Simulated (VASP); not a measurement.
Here is a VASP 6.6.1 calculation.

INCAR

```
  PREC = Accurate
  ENCUT = 600
  EDIFF = 1E-7
  ISMEAR = 0
  SIGMA = 0.1
  LREAL = False
  LASPH = True
  NELM = 100
  ALGO = Normal
  ISIF = 3
  LWAVE = False
  LCHARG = False
  ISPIN = 2
  MAGMOM = 1
  LORBIT = 11
  LMAXMIX = 4
  GGA = RP
  IBRION = 2
  NSW = 90
  EDIFFG = -0.005
```

The input KPOINTS:

```
Automatic mesh
0
Gamma
  20 20 20
```

The input POSCAR:

```
Ni
1.0
    0.0000000000      1.7756500000      1.7756500000
    1.7756500000      0.0000000000      1.7756500000
    1.7756500000      1.7756500000      0.0000000000
Ni
1
Direct
    0.0000000000      0.0000000000      0.0000000000
```

Potentials or basis: VASP PAW PBE potentials, release 64 (Ni).

Run with:

```bash
$ cat potpaw_PBE.64/Ni/POTCAR > POTCAR
$ mpirun -np 1 vasp_std > vasp.out
```

Task: What does it give for the site moments?

Result: Ni +0.65 μB.

Task: What does it give for the relaxed cell?

Result: a = 2.512 Å, b = 2.512 Å, c = 2.512 Å, α = 60.00°, β = 60.00°, γ = 60.00°.

Final structure:
```yaml
crystal:
  lattice:
    - [0.00000, 1.77653, 1.77653]
    - [1.77653, 0.00000, 1.77653]
    - [1.77653, 1.77653, 0.00000]
  atoms:
    - { symbol: Ni, position: [0.00000, 0.00000, 0.00000] }
```
